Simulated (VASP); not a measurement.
# GaSb (F-43m) in VASP: further runs

GaSb is run at these levels: PBE; tasks: single point.

All numbers are computed with VASP 6.6.1; they aren't measurements. Logs are shortened: lines on timing, memory, paths and dates and some standing lists are left out, and cuts for length are marked.

**What was measured.**

From a printed reference work, data compilation, for a bulk crystal of GaSb at 4.2 K: band gap 0.811 eV (direct).

How close the calculation comes is told below.

## Step 1: The cell of the first run

It takes space group F-43m (No. 216, cubic). Conventional cell: a = 6.214 Å, b = 6.214 Å, c = 6.214 Å, α = 90.00°, β = 90.00°, γ = 90.00°. Ga (site symmetry -43m) has 4 Sb at 2.69 Å within 3.5 Å. Sb (site symmetry -43m) has 4 Ga at 2.69 Å within 3.5 Å.

## Step 2: Single point, PBE

File INCAR:

```
ALGO = Normal ; EDIFF = 1E-6
ENCUT = 520 ; GGA = PE
ISIF = 2 ; ISMEAR = 0
ISYM = 0 ; LASPH = T
LCHARG = F ; LREAL = F
LWAVE = F ; NBANDS = 16
NELM = 60 ; PREC = Accurate
SIGMA = 0.1
```

File KPOINTS:

```
k-points
0
Gamma
  8 6 16
```

File POSCAR:

```
GaSb
1.0
    4.3938492945      0.0000000000      0.0000000000
    0.0000000000      6.2138412632      0.0000000000
    2.1969246472     -3.1069206316      2.1969246472
Ga Sb
1 1
Direct
    0.0000000000      0.0000000000      0.0000000000
    0.5000000000      0.7500000000      0.0000000000
```

Potentials or basis: VASP PAW PBE potentials, release 64 (Ga_d, Sb).

Command:

```sh
cat potpaw_PBE.64/Ga_d/POTCAR potpaw_PBE.64/Sb/POTCAR > POTCAR
mpirun -np 1 vasp_std > vasp.out
```

OUTCAR:

```text
EDIFF = 1E-6
   ENCUT = 520
   GGA = PE
   ISIF = 2
   ISMEAR = 0
   ISYM = 0
   LASPH = T
   LREAL = F
   NELM = 60
   PREC = Accurate

 ion  position               nearest neighbor table
   1  0.000  0.000  0.000-   2 2.69   2 2.69   2 2.69   2 2.69
   2  0.500  0.750  0.000-   1 2.69   1 2.69   1 2.69   1 2.69

IMPORTANT INFORMATION: All symmetrisations will be switched off!
NOSYMM: (Re-)initialisation of all symmetry stuff for point group C_1.

----------------------------------------------------------------------------------------

                                     Primitive cell

  volume of cell :      59.9819

  direct lattice vectors                    reciprocal lattice vectors
     4.393849294  0.000000000  0.000000000     0.227590874  0.000000000 -0.227590874
     0.000000000  6.213841263  0.000000000     0.000000000  0.160931050  0.227590874
     2.196924647 -3.106920632  2.196924647     0.000000000  0.000000000  0.455181747

  length of vectors
     4.393849294  6.213841263  4.393849294     0.321862100  0.278740755  0.455181747

  position of ions in fractional coordinates (direct lattice)
     0.000000000  0.000000000  0.000000000
     0.500000000  0.750000000  0.000000000

  ion indices of the primitive-cell ions
   primitive index   ion index
                 1           1
                 2           2

----------------------------------------------------------------------------------------

 KPOINTS: k-points

Automatic generation of k-mesh.
 Grid dimensions read from file:
 generate k-points for:    8    6   16

 Generating k-lattice:

  Cartesian coordinates                     Fractional coordinates (reciprocal lattice)
     0.028448859  0.000000000 -0.028448859     0.125000000  0.000000000  0.000000000
     0.000000000  0.026821842  0.037931812     0.000000000  0.166666667  0.000000000
     0.000000000  0.000000000  0.028448859     0.000000000  0.000000000  0.062500000

  Length of vectors
     0.040232763  0.046456793  0.028448859

  Shift w.r.t. Gamma in fractional coordinates (k-lattice)
     0.000000000  0.000000000  0.000000000

 -----------------------------------------------------------------------------
|                                                                             |
|           W    W    AA    RRRRR   N    N  II  N    N   GGGG   !!!           |
|           W    W   A  A   R    R  NN   N  II  NN   N  G    G  !!!           |
|           W    W  A    A  R    R  N N  N  II  N N  N  G       !!!           |
|           W WW W  AAAAAA  RRRRR   N  N N  II  N  N N  G  GGG   !            |
|           WW  WW  A    A  R   R   N   NN  II  N   NN  G    G                |
|           W    W  A    A  R    R  N    N  II  N    N   GGGG   !!!           |
|                                                                             |
|     Your reciprocal lattice and k-lattice belong to different lattice       |
|     classes:                                                                |
|                                                                             |
|        The reciprocal lattice is body-centered cubic,                       |
|        whereas your k-lattice is base centered orthorhombic.                |
|                                                                             |
|     Results are often still useful ...                                      |
|                                                                             |
 -----------------------------------------------------------------------------

 WARNING: IBZKPT: internal override: KBLOWUP is changed to .FALSE.
      ... skipping the blow-up phase ...

 Subroutine IBZKPT returns following result:
 ===========================================

 Found    388 irreducible k-points:

 Following reciprocal coordinates:
            Coordinates               Weight
  0.000000  0.000000  0.000000      1.000000
  0.125000  0.000000  0.000000      2.000000
  0.250000  0.000000  0.000000      2.000000
  0.375000  0.000000  0.000000      2.000000
  0.500000  0.000000  0.000000      1.000000
  0.000000  0.166667  0.000000      2.000000
[... 16 lines left out ...]
  0.125000  0.500000  0.000000      2.000000
  0.250000  0.500000  0.000000      2.000000
 [... further k-points ...]
   k-points           NKPTS =    388   k-points in BZ     NKDIM =    388   number of bands    NBANDS=     16
   number of dos      NEDOS =    301   number of ions     NIONS =      2
   total plane-waves  NPLWV =  62208
   dimension x,y,z NGX =    36 NGY =   48 NGZ =   36
   dimension x,y,z NGXF=    72 NGYF=   96 NGZF=   72
   ions per type =               1   1
   NGX,Y,Z   is equivalent  to a cutoff of  13.62, 12.84, 13.62 a.u.
   NGXF,Y,Z  is equivalent  to a cutoff of  27.24, 25.68, 27.24 a.u.
 SYSTEM =  unknown system
   PREC   = accura    normal or accurate (medium, high low for compatibility)
   ISTART =      0    job   : 0-new  1-cont  2-samecut
   ICHARG =      2    charge: 1-file 2-atom 10-const
   ISPIN  =      1    spin polarized calculation?
   LNONCOLLINEAR =      F non collinear calculations
   LSORBIT =      F    spin-orbit coupling
   LASPH  =      T    aspherical Exc in radial PAW
   ENCUT  =  520.0 eV  38.22 Ry    6.18 a.u.   8.17 11.55  8.17*2*pi/ulx,y,z
   NELM   =     60;   NELMIN=  2; NELMDL= -5     # of ELM steps
   EDIFF  = 0.1E-05   stopping-criterion for ELM
   LREAL  =      F    real-space projection
   EDIFFG = 0.1E-04   stopping-criterion for IOM
   NSW    =      0    number of steps for IOM
   IBRION =     -1    ionic relax: 0-MD 1-quasi-New 2-CG
   NFREE  =      0    steps in history (QN), initial steepest desc. (CG)
   ISIF   =      2    stress and relaxation
   ISYM   =      0    0-nonsym 1-usesym 2-fastsym
   POTIM  = 0.5000    time-step for ionic-motion
   TEBEG  =    0.0;   TEEND  =   0.0 temperature during run
   PSTRESS=    0.0 pullay stress
   NELECT =      18.0000    total number of electrons
   NUPDOWN=      -1.0000    fix difference up-down
   EMIN   =  10.00;   EMAX   =-10.00  energy-range for DOS
   EFERMI =   0.00;   METHOD = LEGACY
   ISMEAR =     0;   SIGMA  =   0.10  broadening in eV -4-tet -1-fermi 0-gaus
   EFERMI_NEDOS =   21; number of points for ismear=-14 and -15
   IALGO  =     38    algorithm
   IMIX   =      4    mixing-type and parameters
     AMIX     =   0.40;   BMIX     =  1.00
     AMIX_MAG =   1.60;   BMIX_MAG =  1.00
  volume/ion in A,a.u.               =      29.99       202.39
  Fermi-wavevector in a.u.,A,eV,Ry     =   1.096038  2.071211 16.344661  1.201299
  Thomas-Fermi vector in A             =   2.232372
   LORBIT       =      0    0 simple, 1 ext, 2 COOP (PROOUT), +10 PAW based schemes
   GGA     = PE    functional components
   LHFCALC =     F    Hartree Fock is set to
   AEXX    =    0.0000 exact exchange contribution
   IVDW    =     0    specifies the selected vdW correction
   LEPSILON=     F    determine dielectric tensor
   LRPA    =     F    only Hartree local field effects (RPA)
 non-spin polarized calculation
 Gauss-broadening in eV      SIGMA  =   0.10
  energy-cutoff  :      520.00
  volume of cell :       59.98
 maximum number of plane-waves:      1639
 NGX is ok and might be reduce to    36
   NGX = 17   NGY = 23   NGZ = 17

 number of electron      17.9999997 magnetization

 Free energy of the ion-electron system (eV)
  ---------------------------------------------------
  ext. energy  EPLUGINS =         0.00000000
  ---------------------------------------------------
  free energy    TOTEN  =        -7.37233440 eV

  energy without entropy =       -7.37206979  energy(sigma->0) =       -7.37220209

 E-fermi :   4.4506     XC(G=0):  -8.8873

 val. band max:        4.4045709015   @ k =   0.0000   0.0000   0.0000
 cond. band min:       4.7148086822   @ k =   0.0000   0.5000   0.5000
 fundamental gap:      0.3102377806
 Fermi energy:         4.4506058897

 k-point     1 :       0.0000    0.0000    0.0000
  band No.  band energies     occupation
      1     -10.5431      2.00000
      2     -10.5427      2.00000
      3     -10.5427      2.00000
      4     -10.5000      2.00000
      5     -10.4998      2.00000
      6      -6.7575      2.00000
[... 8 lines left out ...]
     15      12.9079      0.00000
     16      12.9079      0.00000

 k-point     2 :       0.1250    0.0000    0.0000
  band No.  band energies     occupation
      1     -10.5490      2.00000
      2     -10.5400      2.00000
      3     -10.5398      2.00000
      4     -10.5009      2.00000
      5     -10.4994      2.00000
      6      -6.5558      2.00000
[... 8 lines left out ...]
     15      11.2588      0.00000
     16      13.1046      0.00000

 k-point     3 :       0.2500    0.0000    0.0000
  band No.  band energies     occupation
      1     -10.5628      2.00000
      2     -10.5327      2.00000
      3     -10.5325      2.00000
      4     -10.5042      2.00000
      5     -10.4981      2.00000
      6      -5.9719      2.00000
[... 8 lines left out ...]
     15      13.3308      0.00000
     16      13.6949      0.00000

 k-point     4 :       0.3750    0.0000    0.0000
  band No.  band energies     occupation
      1     -10.5756      2.00000
      2     -10.5253      2.00000
      3     -10.5252      2.00000
      4     -10.5079      2.00000
      5     -10.4968      2.00000
      6      -5.1060      2.00000
[... 8 lines left out ...]
     15      14.6750      0.00000
     16      15.2738      0.00000
[... 324 lines left out ...]
 k-point    22 :       0.0000    0.5000    0.0000
  band No.  band energies     occupation
      1     -10.5656      2.00000
      2     -10.5337      2.00000
      3     -10.5336      2.00000
      4     -10.4998      2.00000
      5     -10.4995      2.00000
      6      -5.2501      2.00000
[... 8 lines left out ...]
     15      14.1380      0.00000
     16      14.1384      0.00000

 k-point    23 :       0.1250    0.5000    0.0000
  band No.  band energies     occupation
      1     -10.5657      2.00000
      2     -10.5329      2.00000
      3     -10.5328      2.00000
      4     -10.5005      2.00000
      5     -10.5000      2.00000
      6      -5.3026      2.00000
[... 8 lines left out ...]
     15      12.4739      0.00000
     16      13.8866      0.00000

 k-point    24 :       0.2500    0.5000    0.0000
  band No.  band energies     occupation
      1     -10.5658      2.00000
      2     -10.5322      2.00000
      3     -10.5319      2.00000
      4     -10.5013      2.00000
      5     -10.5005      2.00000
      6      -5.3517      2.00000
[... 8 lines left out ...]
     15      12.8184      0.00000
     16      14.7659      0.00000

 [... further k-points ...]

------------------------ aborting loop because EDIFF is reached ----------------------------------------

  FORCE on cell =-STRESS in cart. coord.  units (eV):
  Direction    XX          YY          ZZ          XY          YZ          ZX
  --------------------------------------------------------------------------------------
  -------------------------------------------------------------------------------------
  Total        0.0388948      0.0248235      0.0315595     -0.0000084      0.0013249      0.0000135
  in kB        1.0389192      0.6630595      0.8429855     -0.0002254      0.0353882      0.0003611
  external PRESSURE =       0.8483214 kB  Pullay stress =       0.0000000 kB

 VOLUME and BASIS-vectors are now :
 -----------------------------------------------------------------------------
  energy-cutoff  :      520.00
  volume of cell :       59.98
      direct lattice vectors                 reciprocal lattice vectors
     4.393849294  0.000000000  0.000000000     0.227590874  0.000000000 -0.227590874
     0.000000000  6.213841263  0.000000000     0.000000000  0.160931050  0.227590874
     2.196924647 -3.106920632  2.196924647     0.000000000  0.000000000  0.455181747

 POSITION                                       TOTAL-FORCE (eV/Angst)
 -----------------------------------------------------------------------------------
      0.00000      0.00000      0.00000        -0.000003     -0.001308     -0.000618
      2.19692      4.66038      0.00000         0.000003      0.001308      0.000618
 -----------------------------------------------------------------------------------
    total drift:                               -0.000001     -0.000026      0.000014

  FREE ENERGIE OF THE ION-ELECTRON SYSTEM (eV)
  ---------------------------------------------------
  free  energy   TOTEN  =        -7.3723343962 eV

  energy  without entropy=       -7.3720697931  energy(sigma->0) =       -7.37220209
```

Wall time 3.8 min (1 thread of Intel Xeon Platinum 8488C (Sapphire Rapids), shared host); peak memory 0.54 GiB.

Results:

```yaml
Free_energy: -7.3723 eV
Pressure: 0.1 GPa
Band_gap_on_the_k_mesh: zero (filled and empty bands touch)
```

Caveat: semilocal functionals underestimate gaps, so a narrow gap can read as zero; spin-orbit coupling is left out, which moves the levels of the heavy elements.

## Step 3: Single point, PBE (strained)

File INCAR:

```
SYSTEM = GaSb
PREC = Accurate ; ENCUT = 520
EDIFF = 1E-7 ; ISMEAR = 0
SIGMA = 0.1 ; LREAL = .False.
LASPH = .True. ; NELM = 100
ALGO = Normal ; ISIF = 2
LWAVE = .False. ; LCHARG = .False.
GGA = PE ; NBANDS = 16
```

File KPOINTS:

```
Automatic mesh
0
Gamma
  12 12 12
  0 0 0
```

File POSCAR:

```
GaSb
1.0
    0.0000000000      2.9779365000      2.9779365000
    2.9779365000      0.0000000000      2.9779365000
    2.9779365000      2.9779365000      0.0000000000
Ga Sb
1 1
Direct
    0.0000000000      0.0000000000      0.0000000000
    0.7500000000      0.7500000000      0.7500000000
```

Potentials or basis: VASP PAW PBE potentials, release 64 (Ga_d, Sb).

Command:

```sh
cat potpaw_PBE.64/Ga_d/POTCAR potpaw_PBE.64/Sb/POTCAR > POTCAR
mpirun -np 1 vasp_std > vasp.out
```

OUTCAR:

```text
SYSTEM = GaSb
   PREC = Accurate
   ENCUT = 520
   EDIFF = 1E-7
   ISMEAR = 0
   LREAL = .False.
   LASPH = .True.
   NELM = 100
   ISIF = 2
   GGA = PE

 ion  position               nearest neighbor table
   1  0.000  0.000  0.000-   2 2.58   2 2.58   2 2.58   2 2.58
   2  0.750  0.750  0.750-   1 2.58   1 2.58   1 2.58   1 2.58

  LATTYP: Found a face centered cubic cell.
 ALAT       =     5.9558730000

  Lattice vectors:

 A1 = (   0.0000000000,   2.9779365000,   2.9779365000)
[... 641 lines left out ...]

------------------------ aborting loop because EDIFF is reached ----------------------------------------

  FORCE on cell =-STRESS in cart. coord.  units (eV):
  Direction    XX          YY          ZZ          XY          YZ          ZX
  --------------------------------------------------------------------------------------
  -------------------------------------------------------------------------------------
  Total        2.5762076      2.5762076      2.5762076      0.0000000      0.0000000     -0.0000000
  in kB       78.1475090     78.1475090     78.1475090      0.0000000      0.0000000     -0.0000000
  external PRESSURE =      78.1475090 kB  Pullay stress =       0.0000000 kB

 VOLUME and BASIS-vectors are now :
 -----------------------------------------------------------------------------
  energy-cutoff  :      520.00
  volume of cell :       52.82
      direct lattice vectors                 reciprocal lattice vectors
     0.000000000  2.977936500  2.977936500    -0.167901498  0.167901498  0.167901498
     2.977936500  0.000000000  2.977936500     0.167901498 -0.167901498  0.167901498
     2.977936500  2.977936500  0.000000000     0.167901498  0.167901498 -0.167901498

 POSITION                                       TOTAL-FORCE (eV/Angst)
 -----------------------------------------------------------------------------------
      0.00000      0.00000      0.00000         0.000000      0.000000      0.000000
      4.46690      4.46690      4.46690        -0.000000     -0.000000     -0.000000
 -----------------------------------------------------------------------------------
    total drift:                               -0.000002     -0.000002     -0.000002

  FREE ENERGIE OF THE ION-ELECTRON SYSTEM (eV)
  ---------------------------------------------------
  free  energy   TOTEN  =        -7.2168671923 eV

  energy  without entropy=       -7.2168671376  energy(sigma->0) =       -7.21686716
```

OSZICAR:

```text
N       E                     dE             d eps       ncg     rms          rms(c)
DAV:   1     0.825957868846E+02    0.82596E+02   -0.86215E+03  2360   0.142E+03
DAV:   2    -0.101469690117E+01   -0.83610E+02   -0.80241E+02  2728   0.303E+02
DAV:   3    -0.717500370389E+01   -0.61603E+01   -0.61490E+01  2776   0.648E+01
DAV:   4    -0.728177869882E+01   -0.10677E+00   -0.10677E+00  2888   0.953E+00
DAV:   5    -0.728426677085E+01   -0.24881E-02   -0.24880E-02  2952   0.128E+00    0.352E+00
DAV:   6    -0.723276934102E+01    0.51497E-01   -0.62838E-02  3496   0.409E+00    0.214E+00
DAV:   7    -0.721540958260E+01    0.17360E-01   -0.45570E-02  2704   0.175E+00    0.352E-01
DAV:   8    -0.721637490436E+01   -0.96532E-03   -0.45048E-03  2968   0.794E-01    0.108E-01
DAV:   9    -0.721684757438E+01   -0.47267E-03   -0.75147E-04  2696   0.199E-01    0.419E-02
DAV:  10    -0.721684379271E+01    0.37817E-05   -0.25911E-05  2984   0.357E-02    0.149E-02
DAV:  11    -0.721686694910E+01   -0.23156E-04   -0.34087E-05  2720   0.369E-02    0.633E-03
DAV:  12    -0.721686711163E+01   -0.16253E-06   -0.10004E-06  3016   0.890E-03    0.163E-03
DAV:  13    -0.721686719228E+01   -0.80652E-07   -0.12608E-07  2624   0.215E-03
   1 F= -.72168672E+01 E0= -.72168672E+01  d E =-.547286E-07
```

stdout:

```text
POSCAR found type information on POSCAR GaSb
 POSCAR found :  2 types and       2 ions
 scaLAPACK will be used
 LDA part: xc-table for (Slater+PW92), standard interpolation
 POSCAR, INCAR and KPOINTS ok, starting setup
 FFT: planning ... GRIDC
 FFT: planning ... GRID_SOFT
 FFT: planning ... GRID
 WAVECAR not read
 entering main loop
```

It took 74 s on 1 thread of Intel Xeon 8259CL, shared host; peak memory 0.22 GiB.

What came out:

```yaml
Free_energy: -7.2169 eV
Pressure: 7.8 GPa
Band_gap_on_the_k_mesh: 0.58 eV (least direct gap 0.63 eV)
```

Caveat: the cell differs from its parent crystal (strained); the cell stands under pressure; spin-orbit coupling is left out, which moves the levels of the heavy elements. A k mesh can miss the band edges.

## Step 4: Single point, PBE (strained)

File INCAR:

```
PREC     = Accurate       # precision mode
ENCUT    = 520            # plane-wave cutoff, eV
EDIFF    = 1E-6           # SCF threshold, eV
ISMEAR   = 0              # smearing method
SIGMA    = 0.1            # smearing width, eV
LREAL    = False          # projectors in reciprocal space
LASPH    = True           # aspherical terms in the spheres
NELM     = 60             # most SCF steps
ALGO     = Normal         # electronic algorithm
ISIF     = 2              # what is computed and relaxed
LWAVE    = False          # write WAVECAR
LCHARG   = True           # write CHGCAR
GGA      = PE             # functional
LELF     = True           # ELF
LVHAR    = True         
NBANDS   = 16             # bands
```

File KPOINTS:

```
Automatic mesh
0
Gamma
  12 12 12
```

File POSCAR:

```
GaSb
1.0
    0.0000000000      3.0400036100      3.0400036100
    3.0400036100      0.0000000000      3.0400036100
    3.0400036100      3.0400036100      0.0000000000
Ga Sb
1 1
Direct
    0.0000000000      0.0000000000      0.0000000000
    0.7500000000      0.7500000000      0.7500000000
```

Command:

```sh
cat potpaw_PBE.64/Ga_d/POTCAR potpaw_PBE.64/Sb/POTCAR > POTCAR
mpirun -np 1 vasp_std > vasp.out
```

Wall time 71 s (1 thread of Intel Xeon 8259CL, shared host); peak memory 0.22 GiB.

Results (log left out):

* Free energy: -7.3333 eV
* Pressure: 3.5 GPa
* Band gap on the k mesh: 0.17 eV

Levels at points of the mesh, in eV from the valence-band top:
```tsv
k point	band 5	band 6	band 7	band 8	band 9	band 10	band 11	band 12	band 13	band 14
(0.00, 0.00, 0.00)	-15.02	-11.61	0.00	0.00	0.00	0.17	2.77	2.77	2.77	5.82
(0.50, 0.00, 0.00)	-15.02	-9.94	-6.46	-1.18	-1.18	0.44	3.75	3.75	6.45	9.48
(0.50, 0.50, 0.00)	-15.01	-9.08	-6.90	-2.64	-2.64	0.88	1.22	8.81	8.81	10.22
```

Caveat: the cell differs from its parent crystal (strained); the cell stands under pressure; spin-orbit coupling is left out, which moves the levels of the heavy elements. A k mesh can miss the band edges.

[end of part 1 of 2]
